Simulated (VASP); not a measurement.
# Si (Fd-3m) in VASP: further runs, part 2 of 2

VASP 6.6.1. Earlier steps stand in the parts before.

### 4 Dielectric tensor, PBE

Input file INCAR:

```
PREC     = Accurate       # precision mode
ENCUT    = 520            # plane-wave cutoff, eV
EDIFF    = 1E-8           # SCF threshold, eV
ISMEAR   = 0              # smearing method
SIGMA    = 0.01           # smearing width, eV
LREAL    = False          # projectors in reciprocal space
LASPH    = True           # aspherical terms in the spheres
NELM     = 100            # most SCF steps
ALGO     = Normal         # electronic algorithm
ISIF     = 2              # what is computed and relaxed
LWAVE    = False          # write WAVECAR
LCHARG   = False          # write CHGCAR
GGA      = PE             # functional
LEPSILON = True           # dielectric tensor by DFPT
```

Input file KPOINTS:

```
Automatic mesh
0
Gamma
  10 10 10
```

Input file POSCAR:

```
Si
1.0
    0.0000000000      2.7218511865      2.7218511865
    2.7218511865      0.0000000000      2.7218511865
    2.7218511865      2.7218511865      0.0000000000
Si
2
Direct
    0.5000000000      0.5000000000      0.5000000000
    0.7500000000      0.7500000000      0.7500000000
```

Potentials or basis: VASP PAW PBE potentials, release 64 (Si).

Launch:

```console
$ cat potpaw_PBE.64/Si/POTCAR > POTCAR
$ mpirun -np 1 vasp_std > vasp.out
```

OUTCAR:

```text
PREC = Accurate
   ENCUT = 520
   EDIFF = 1E-8
   ISMEAR = 0
   LREAL = False
   LASPH = True
   NELM = 100
   ISIF = 2
   GGA = PE
   LEPSILON = True

 Found     47 irreducible k-points:

 Following reciprocal coordinates:
            Coordinates               Weight
  0.000000  0.000000  0.000000      1.000000
  0.100000  0.000000  0.000000      8.000000
  0.200000  0.000000  0.000000      8.000000
  0.300000  0.000000  0.000000      8.000000
  0.400000  0.000000  0.000000      8.000000
  0.500000  0.000000  0.000000      4.000000
   k-points           NKPTS =     47   k-points in BZ     NKDIM =     47   number of bands    NBANDS=      8
   number of dos      NEDOS =    301   number of ions     NIONS =      2
   total plane-waves  NPLWV =  27000
   dimension x,y,z NGX =    30 NGY =   30 NGZ =   30
   dimension x,y,z NGXF=    60 NGYF=   60 NGZF=   60
   ions per type =               2
   NGX,Y,Z   is equivalent  to a cutoff of  12.96, 12.96, 12.96 a.u.
   NGXF,Y,Z  is equivalent  to a cutoff of  25.91, 25.91, 25.91 a.u.
 SYSTEM =  unknown system
   PREC   = accura    normal or accurate (medium, high low for compatibility)
   ISTART =      0    job   : 0-new  1-cont  2-samecut
   ICHARG =      2    charge: 1-file 2-atom 10-const
   ISPIN  =      1    spin polarized calculation?
   LNONCOLLINEAR =      F non collinear calculations
   LSORBIT =      F    spin-orbit coupling
   LASPH  =      T    aspherical Exc in radial PAW
   ENCUT  =  520.0 eV  38.22 Ry    6.18 a.u.   7.16  7.16  7.16*2*pi/ulx,y,z
   NELM   =    100;   NELMIN=  2; NELMDL= -5     # of ELM steps
   EDIFF  = 0.1E-07   stopping-criterion for ELM
   LREAL  =      F    real-space projection
   EDIFFG = 0.1E-06   stopping-criterion for IOM
   NSW    =      0    number of steps for IOM
   IBRION =     -1    ionic relax: 0-MD 1-quasi-New 2-CG
   NFREE  =      0    steps in history (QN), initial steepest desc. (CG)
   ISIF   =      2    stress and relaxation
   ISYM   =      2    0-nonsym 1-usesym 2-fastsym
   POTIM  = 0.5000    time-step for ionic-motion
   TEBEG  =    0.0;   TEEND  =   0.0 temperature during run
   PSTRESS=    0.0 pullay stress
   NELECT =       8.0000    total number of electrons
   NUPDOWN=      -1.0000    fix difference up-down
   EMIN   =  10.00;   EMAX   =-10.00  energy-range for DOS
   EFERMI =   0.00;   METHOD = LEGACY
   ISMEAR =     0;   SIGMA  =   0.01  broadening in eV -4-tet -1-fermi 0-gaus
   EFERMI_NEDOS =   21; number of points for ismear=-14 and -15
   IALGO  =     38    algorithm
   IMIX   =      4    mixing-type and parameters
     AMIX     =   0.40;   BMIX     =  1.00
     AMIX_MAG =   1.60;   BMIX_MAG =  1.00
  volume/ion in A,a.u.               =      20.16       136.08
  Fermi-wavevector in a.u.,A,eV,Ry     =   0.954766  1.804247 12.402783  0.911579
  Thomas-Fermi vector in A             =   2.083543
   LORBIT       =      0    0 simple, 1 ext, 2 COOP (PROOUT), +10 PAW based schemes
   GGA     = PE    functional components
   LHFCALC =     F    Hartree Fock is set to
   AEXX    =    0.0000 exact exchange contribution
   IVDW    =     0    specifies the selected vdW correction
   LEPSILON=     T    determine dielectric tensor
   LRPA    =     F    only Hartree local field effects (RPA)
 non-spin polarized calculation
 Gauss-broadening in eV      SIGMA  =   0.01
  energy-cutoff  :      520.00
  volume of cell :       40.33
 maximum number of plane-waves:      1106
[... 83 lines left out ...]
  Direction    XX          YY          ZZ          XY          YZ          ZX
  --------------------------------------------------------------------------------------
  -------------------------------------------------------------------------------------
  Total        0.3155598      0.3155598      0.3155598     -0.0000000     -0.0000000      0.0000000
  in kB       12.5362921     12.5362921     12.5362921     -0.0000000     -0.0000000      0.0000000
  external PRESSURE =      12.5362921 kB  Pullay stress =       0.0000000 kB

 VOLUME and BASIS-vectors are now :
 -----------------------------------------------------------------------------
  energy-cutoff  :      520.00
  volume of cell :       40.33
      direct lattice vectors                 reciprocal lattice vectors
     0.000000000  2.721851186  2.721851186    -0.183698507  0.183698507  0.183698507
     2.721851186  0.000000000  2.721851186     0.183698507 -0.183698507  0.183698507
     2.721851186  2.721851186  0.000000000     0.183698507  0.183698507 -0.183698507

 POSITION                                       TOTAL-FORCE (eV/Angst)
 -----------------------------------------------------------------------------------
      2.72185      2.72185      2.72185        -0.000000     -0.000000     -0.000000
      4.08278      4.08278      4.08278         0.000000      0.000000      0.000000
 -----------------------------------------------------------------------------------
    total drift:                                0.000000     -0.000000     -0.000000

  FREE ENERGIE OF THE ION-ELECTRON SYSTEM (eV)
  ---------------------------------------------------
  free  energy   TOTEN  =       -10.8470267231 eV

  energy  without entropy=      -10.8470267231  energy(sigma->0) =      -10.84702672

 HEAD OF MICROSCOPIC STATIC DIELECTRIC TENSOR (INDEPENDENT PARTICLE, excluding Hartree and local field effects)
 ------------------------------------------------------
          13.932318     0.000000     0.000000
           0.000000    13.932318    -0.000000
           0.000000     0.000000    13.932318
 ------------------------------------------------------

 Free energy of the ion-electron system (eV)
  ---------------------------------------------------
  ---------------------------------------------------
  free energy    TOTEN  =        -1.47409760 eV

  energy without entropy =       -1.47409760

------------------------ aborting loop because EDIFF is reached ----------------------------------------

--------------------------------------- Ionic step        2  -------------------------------------------

------------------------ aborting loop because EDIFF is reached ----------------------------------------

--------------------------------------- Ionic step        3  -------------------------------------------

 Free energy of the ion-electron system (eV)
  ---------------------------------------------------
  ---------------------------------------------------
  free energy    TOTEN  =        -1.47409755 eV

  energy without entropy =       -1.47409755

------------------------ aborting loop because EDIFF is reached ----------------------------------------

 PIEZOELECTRIC TENSOR FIELD DIRECTION 3  (e Angst)
 -----------------------------------------------------------------------------
     0.00153 -0.00000  0.00000           (  0.00000  0.00000  0.00000)
     0.00000  0.00153  0.00000           (  0.00000  0.00000  0.00000)
     0.00000  0.00000 -0.00747           (  0.00000  0.00000  0.00000)

 PIEZOELECTRIC TENSOR FIELD DIRECTION 3  (C/m^2)
 -----------------------------------------------------------------------------
     0.00061 -0.00000  0.00000
     0.00000  0.00061  0.00000
     0.00000  0.00000 -0.00297

 MACROSCOPIC STATIC DIELECTRIC TENSOR (including local field effects in DFT)
 ------------------------------------------------------
          13.314444    -0.000000    -0.000000
           0.000000    13.314444    -0.000000
           0.000000     0.000000    13.314444
 ------------------------------------------------------

 PIEZOELECTRIC TENSOR (including local field effects)  for field in x, y, z        (e  Angst)
          XX          YY          ZZ          XY          YZ          ZX
  --------------------------------------------------------------------------------
  x     0.00000     0.00000     0.00000     0.00000     0.00000    -0.00000
  y    -0.00000     0.00000    -0.00000    -0.00000     0.00000     0.00000
  z     0.00000     0.00000     0.00000     0.00000     0.00000     0.00000

 PIEZOELECTRIC TENSOR (including local field effects)  for field in x, y, z        (C/m^2)
          XX          YY          ZZ          XY          YZ          ZX
  --------------------------------------------------------------------------------
  x     0.00000     0.00000     0.00000     0.00000     0.00000    -0.00000
  y    -0.00000     0.00000    -0.00000    -0.00000     0.00000     0.00000
  z     0.00000     0.00000     0.00000     0.00000     0.00000     0.00000

 BORN EFFECTIVE CHARGES (including local field effects) (in |e|, cummulative output)
 ---------------------------------------------------------------------------------
 ion    1
    1     0.00000    -0.00000     0.00000
    2    -0.00000     0.00000     0.00000
    3    -0.00000    -0.00000     0.00000
 ion    2
    1    -0.00000     0.00000     0.00000
    2     0.00000    -0.00000     0.00000
    3     0.00000     0.00000    -0.00000
```

Run time: 2 min. Hardware: 1 thread of AMD EPYC 9R45 (Zen 5), shared host; peak memory 0.19 GiB.

These settings aren't checked as converged: the numbers below hold their error.

Results:

* Band gap on the k mesh: 0.59 eV, indirect (least direct gap 2.56 eV)
* Electronic dielectric tensor (diagonal): 13.31
* Born charges (mean of the diagonal): Si +0.00 e

Caveat: the gap is small at this level, which inflates the dielectric constant.

### 5 Dielectric tensor, PBE

Input file INCAR:

```
PREC = Accurate
ENCUT = 520
EDIFF = 1E-8
ISMEAR = 0
SIGMA = 0.01
LREAL = False
LASPH = True
NELM = 100
ALGO = Normal
ISIF = 2
LWAVE = False
LCHARG = False
GGA = PE
LEPSILON = True
```

Input file KPOINTS:

```
Automatic mesh
0
Gamma
  12 12 12
```

POSCAR is that of step 4.

Potentials or basis: VASP PAW PBE potentials, release 64 (Si).

Launch:

```console
$ cat potpaw_PBE.64/Si/POTCAR > POTCAR
$ mpirun -np 1 vasp_std > vasp.out
```

OUTCAR:

```text
PREC = Accurate
   ENCUT = 520
   EDIFF = 1E-8
   ISMEAR = 0
   LREAL = False
   LASPH = True
   NELM = 100
   ISIF = 2
   GGA = PE
   LEPSILON = True

 Found     72 irreducible k-points:

 Following reciprocal coordinates:
            Coordinates               Weight
  0.000000  0.000000  0.000000      1.000000
  0.083333  0.000000  0.000000      8.000000
  0.166667  0.000000  0.000000      8.000000
  0.250000  0.000000  0.000000      8.000000
  0.333333  0.000000  0.000000      8.000000
  0.416667  0.000000  0.000000      8.000000
   k-points           NKPTS =     72   k-points in BZ     NKDIM =     72   number of bands    NBANDS=      8
   number of dos      NEDOS =    301   number of ions     NIONS =      2
   total plane-waves  NPLWV =  27000
   dimension x,y,z NGX =    30 NGY =   30 NGZ =   30
   dimension x,y,z NGXF=    60 NGYF=   60 NGZF=   60
   ions per type =               2
   NGX,Y,Z   is equivalent  to a cutoff of  12.96, 12.96, 12.96 a.u.
   NGXF,Y,Z  is equivalent  to a cutoff of  25.91, 25.91, 25.91 a.u.
 SYSTEM =  unknown system
   PREC   = accura    normal or accurate (medium, high low for compatibility)
   ISTART =      0    job   : 0-new  1-cont  2-samecut
   ICHARG =      2    charge: 1-file 2-atom 10-const
   ISPIN  =      1    spin polarized calculation?
   LNONCOLLINEAR =      F non collinear calculations
   LSORBIT =      F    spin-orbit coupling
   LASPH  =      T    aspherical Exc in radial PAW
   ENCUT  =  520.0 eV  38.22 Ry    6.18 a.u.   7.16  7.16  7.16*2*pi/ulx,y,z
   NELM   =    100;   NELMIN=  2; NELMDL= -5     # of ELM steps
   EDIFF  = 0.1E-07   stopping-criterion for ELM
   LREAL  =      F    real-space projection
   EDIFFG = 0.1E-06   stopping-criterion for IOM
   NSW    =      0    number of steps for IOM
   IBRION =     -1    ionic relax: 0-MD 1-quasi-New 2-CG
   NFREE  =      0    steps in history (QN), initial steepest desc. (CG)
   ISIF   =      2    stress and relaxation
   ISYM   =      2    0-nonsym 1-usesym 2-fastsym
   POTIM  = 0.5000    time-step for ionic-motion
   TEBEG  =    0.0;   TEEND  =   0.0 temperature during run
   PSTRESS=    0.0 pullay stress
   NELECT =       8.0000    total number of electrons
   NUPDOWN=      -1.0000    fix difference up-down
   EMIN   =  10.00;   EMAX   =-10.00  energy-range for DOS
   EFERMI =   0.00;   METHOD = LEGACY
   ISMEAR =     0;   SIGMA  =   0.01  broadening in eV -4-tet -1-fermi 0-gaus
   EFERMI_NEDOS =   21; number of points for ismear=-14 and -15
   IALGO  =     38    algorithm
   IMIX   =      4    mixing-type and parameters
     AMIX     =   0.40;   BMIX     =  1.00
     AMIX_MAG =   1.60;   BMIX_MAG =  1.00
  volume/ion in A,a.u.               =      20.16       136.08
  Fermi-wavevector in a.u.,A,eV,Ry     =   0.954766  1.804247 12.402783  0.911579
  Thomas-Fermi vector in A             =   2.083543
   LORBIT       =      0    0 simple, 1 ext, 2 COOP (PROOUT), +10 PAW based schemes
   GGA     = PE    functional components
   LHFCALC =     F    Hartree Fock is set to
   AEXX    =    0.0000 exact exchange contribution
   IVDW    =     0    specifies the selected vdW correction
   LEPSILON=     T    determine dielectric tensor
   LRPA    =     F    only Hartree local field effects (RPA)
 non-spin polarized calculation
 Gauss-broadening in eV      SIGMA  =   0.01
  energy-cutoff  :      520.00
  volume of cell :       40.33
 maximum number of plane-waves:      1106
[... 83 lines left out ...]
  Direction    XX          YY          ZZ          XY          YZ          ZX
  --------------------------------------------------------------------------------------
  -------------------------------------------------------------------------------------
  Total        0.3155206      0.3155206      0.3155206      0.0000000      0.0000000     -0.0000000
  in kB       12.5347339     12.5347339     12.5347339      0.0000000      0.0000000     -0.0000000
  external PRESSURE =      12.5347339 kB  Pullay stress =       0.0000000 kB

 VOLUME and BASIS-vectors are now :
 -----------------------------------------------------------------------------
  energy-cutoff  :      520.00
  volume of cell :       40.33
      direct lattice vectors                 reciprocal lattice vectors
     0.000000000  2.721851186  2.721851186    -0.183698507  0.183698507  0.183698507
     2.721851186  0.000000000  2.721851186     0.183698507 -0.183698507  0.183698507
     2.721851186  2.721851186  0.000000000     0.183698507  0.183698507 -0.183698507

 POSITION                                       TOTAL-FORCE (eV/Angst)
 -----------------------------------------------------------------------------------
      2.72185      2.72185      2.72185         0.000000      0.000000      0.000000
      4.08278      4.08278      4.08278        -0.000000     -0.000000     -0.000000
 -----------------------------------------------------------------------------------
    total drift:                                0.000000     -0.000000     -0.000000

  FREE ENERGIE OF THE ION-ELECTRON SYSTEM (eV)
  ---------------------------------------------------
  free  energy   TOTEN  =       -10.8476041977 eV

  energy  without entropy=      -10.8476041977  energy(sigma->0) =      -10.84760420

 HEAD OF MICROSCOPIC STATIC DIELECTRIC TENSOR (INDEPENDENT PARTICLE, excluding Hartree and local field effects)
 ------------------------------------------------------
          13.674566    -0.000000    -0.000000
          -0.000000    13.674566     0.000000
          -0.000000     0.000000    13.674566
 ------------------------------------------------------

 Free energy of the ion-electron system (eV)
  ---------------------------------------------------
  ---------------------------------------------------
  free energy    TOTEN  =        -1.44440362 eV

  energy without entropy =       -1.44440362

------------------------ aborting loop because EDIFF is reached ----------------------------------------

--------------------------------------- Ionic step        2  -------------------------------------------

------------------------ aborting loop because EDIFF is reached ----------------------------------------

--------------------------------------- Ionic step        3  -------------------------------------------

 Free energy of the ion-electron system (eV)
  ---------------------------------------------------
  ---------------------------------------------------
  free energy    TOTEN  =        -1.44440351 eV

  energy without entropy =       -1.44440351

------------------------ aborting loop because EDIFF is reached ----------------------------------------

 PIEZOELECTRIC TENSOR FIELD DIRECTION 3  (e Angst)
 -----------------------------------------------------------------------------
     0.00091  0.00000  0.00000           (  0.00000  0.00000  0.00000)
     0.00000  0.00091  0.00000           (  0.00000  0.00000  0.00000)
     0.00000  0.00000 -0.00661           (  0.00000  0.00000  0.00000)

 PIEZOELECTRIC TENSOR FIELD DIRECTION 3  (C/m^2)
 -----------------------------------------------------------------------------
     0.00036  0.00000  0.00000
     0.00000  0.00036  0.00000
     0.00000  0.00000 -0.00263

 MACROSCOPIC STATIC DIELECTRIC TENSOR (including local field effects in DFT)
 ------------------------------------------------------
          13.057700     0.000000     0.000000
          -0.000000    13.057700     0.000000
          -0.000000    -0.000000    13.057700
 ------------------------------------------------------

 PIEZOELECTRIC TENSOR (including local field effects)  for field in x, y, z        (e  Angst)
          XX          YY          ZZ          XY          YZ          ZX
  --------------------------------------------------------------------------------
  x     0.00000     0.00000    -0.00000     0.00000     0.00000     0.00000
  y    -0.00000     0.00000     0.00000     0.00000     0.00000     0.00000
  z    -0.00000     0.00000    -0.00000     0.00000     0.00000     0.00000

 PIEZOELECTRIC TENSOR (including local field effects)  for field in x, y, z        (C/m^2)
          XX          YY          ZZ          XY          YZ          ZX
  --------------------------------------------------------------------------------
  x     0.00000     0.00000    -0.00000     0.00000     0.00000     0.00000
  y    -0.00000     0.00000     0.00000     0.00000     0.00000     0.00000
  z    -0.00000     0.00000    -0.00000     0.00000     0.00000     0.00000

 BORN EFFECTIVE CHARGES (including local field effects) (in |e|, cummulative output)
 ---------------------------------------------------------------------------------
 ion    1
    1    -0.00000     0.00000    -0.00000
    2     0.00000     0.00000    -0.00000
    3     0.00000    -0.00000    -0.00000
 ion    2
    1     0.00000     0.00000     0.00000
    2    -0.00000    -0.00000     0.00000
    3    -0.00000     0.00000     0.00000
```

OSZICAR:

```text
N       E                     dE             d eps       ncg     rms          rms(c)
DAV:   1     0.891793109007E+01    0.89179E+01   -0.33940E+03  1152   0.802E+02
DAV:   2    -0.107718541833E+02   -0.19690E+02   -0.18889E+02  1768   0.852E+01
DAV:   3    -0.110223365922E+02   -0.25048E+00   -0.25048E+00  1448   0.125E+01
[... 12 lines left out ...]
RMM:   7    -0.144433547488E+01   -0.85309E-03   -0.13295E-05  4163   0.290E-02    0.189E-03
RMM:   8    -0.144440019034E+01   -0.64715E-04   -0.31621E-07  4495   0.357E-03    0.636E-04
RMM:   9    -0.144440184258E+01   -0.16522E-05   -0.98162E-08  4291   0.178E-03    0.292E-04
RMM:  10    -0.144440349155E+01   -0.16490E-05   -0.17734E-07  4229   0.316E-04    0.507E-05
RMM:  11    -0.144440310372E+01    0.38783E-06   -0.79140E-08  2839   0.655E-05    0.143E-05
RMM:  12    -0.144440351497E+01   -0.41125E-06   -0.32307E-08  1669   0.522E-05    0.166E-06
```

It took 2.2 min on 1 thread of AMD EPYC 9R45 (Zen 5), shared host; peak memory 0.25 GiB.

These settings aren't checked as converged: the numbers below hold their error.

What came out:

| Item | Value |
| --- | --- |
| Band gap on the k mesh | 0.59 eV, indirect (least direct gap 2.56 eV) |
| Electronic dielectric tensor (diagonal) | 13.06 |
| Born charges (mean of the diagonal) | Si +0.00 e |

Caveat: the gap is small at this level, which inflates the dielectric constant.
